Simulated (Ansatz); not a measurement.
## CdS in Ansatz: convergence with basis error

The system is CdS.

```xyz
2
Lattice="0.0000 2.7532 2.7532 2.7532 0.0000 2.7532 2.7532 2.7532 0.0000" Properties=species:S:1:pos:R:3 pbc="T T T"
Cd    0.0024   -0.0302    0.0922
S     2.7194    2.7160    2.7905
```

The cell comes from a database or a generator and needn't be the stable form of this composition.

The cell isn't the ideal one: atoms moved at random, drawn with an rms of 0.15 Å.

```yaml
Program: Ansatz 0.2.0
Task: convergence study
Functional: LDA
Potentials_or_basis: all-electron LAPW, scalar-relativistic
Cutoff: 138 eV (chosen from the basis error)
Basis_error_allowed: 0.03 eV/atom
k_mesh: 5 × 5 × 5
Occupations: fermi-dirac, width 0.05 eV
Spin: no spin polarisation
```

These are the settings of the first run; the series varies basis error, with any setting tied to it.

Hardware: 1 thread of AMD EPYC 9R45 96-Core Processor (Zen 5) (shared host).

```csv
basis error,"energy less the tightest run, at zero smearing (meV/atom)",SCF cycles,CPU time (s),peak memory (GiB)
0.03 eV/atom,8.58,7,2.8,0.28
0.01 eV/atom,3.02,7,3.4,0.3
0.003 eV/atom,0.79,7,4.2,0.31
0.001 eV/atom,0.24,7,5.4,0.34
0.0003 eV/atom,0.06,7,7.4,0.38
0.0001 eV/atom,0.00,7,8.3,0.4
```

Against the tightest run, the energy stays within 1 meV/atom from 0.003 eV/atom on. The tightest run that finished is the yardstick and may itself not be fully converged.
